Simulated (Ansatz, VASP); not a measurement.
## One calculation of AlN, two programs

```
CELL_PARAMETERS angstrom
3.31212 0.00000 0.00000
-1.65606 2.86838 0.00000
0.00000 0.00000 4.18756
ATOMIC_POSITIONS crystal
Al 0.33333 0.66667 0.75000
Al 0.66667 0.33333 0.25000
N 0.33333 0.66667 0.25000
N 0.66667 0.33333 0.75000
```

Measurements of this composition are mostly on another form, of space group No. 186.

Alike in both runs: task single point; functional PBEsol; k mesh 6 × 6 × 4; occupations gaussian, width 0.1 eV; no spin polarisation.

|  | VASP | Ansatz |
| --- | --- | --- |
| version | VASP 6.6.1 | Ansatz 0.2.0 |
| potentials or method | VASP PAW PBE potentials, release 64 (Al, N) | scalar-relativistic, plane waves, PAW |
| plane-wave cutoff (eV) | 520 | 420 |
| valence electrons in the cell | 16 | 16 |

|  | VASP | Ansatz | Ansatz less VASP |
| --- | --- | --- | --- |
| gap on the k mesh at the Fermi level (eV) | 3.19 | 3.17 | -0.014 |
| least direct gap on the mesh (eV) | 3.19 | 3.17 | -0.014 |
| pressure (GPa) | -3.5 | -3.5 | 0.00 |
| largest component of the traceless stress (GPa) | 0.59 | 0.58 | -0.011 |

Ansatz warned: «pseudo_functional_mismatch».

Caveats: the PAW data sets were made with another functional, which shifts forces and pressure a little (VASP).
